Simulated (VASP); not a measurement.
Here is a VASP 6.6.1 calculation.

File INCAR:

```
ALGO = Normal
EDIFF = 1E-6
EDIFFG = -0.01
ENCUT = 600
GGA = PE
IBRION = 2
ISIF = 3
ISMEAR = 0
LASPH = T
LCHARG = F
LREAL = F
LWAVE = F
NELM = 80
NSW = 90
PREC = Accurate
SIGMA = 0.03
```

KPOINTS

```
k-points
0
Gamma
  8 8 8
```

Contents of POSCAR:

```
ZnSe
1.0
    0.0000000000      2.8338000000      2.8338000000
    2.8338000000      0.0000000000      2.8338000000
    2.8338000000      2.8338000000      0.0000000000
Zn Se
1 1
Direct
    0.0000000000      0.0000000000      0.0000000000
    0.2500000000      0.2500000000      0.2500000000
```

Potentials or basis: VASP PAW PBE potentials, release 64 (Zn, Se).

Launch:

```console
$ cat potpaw_PBE.64/Zn/POTCAR potpaw_PBE.64/Se/POTCAR > POTCAR
$ mpirun -np 1 vasp_std > vasp.out
```

**Question.** Estimate the relaxed cell.

**Answer.** a = 4.060 Å, b = 4.060 Å, c = 4.060 Å, α = 60.00°, β = 60.00°, γ = 60.00°.

**Question.** Predict the band gap on the k mesh.

**Answer.** 1.13 eV, direct.

Step by step:
```tsv
step	energy change (eV)	largest force (eV/Å)	pressure (GPa)	volume (Å³)
1	0.0000	0.0000	2.34	45.51
2	-0.0114	0.0000	-0.55	47.73
3	-0.0122	0.0000	0.11	47.25
4	-0.0122	0.0000	-0.06	47.33
```

PBE usually gives volumes a little too large and moduli too small. Zero-point motion and thermal expansion aren't in these numbers.
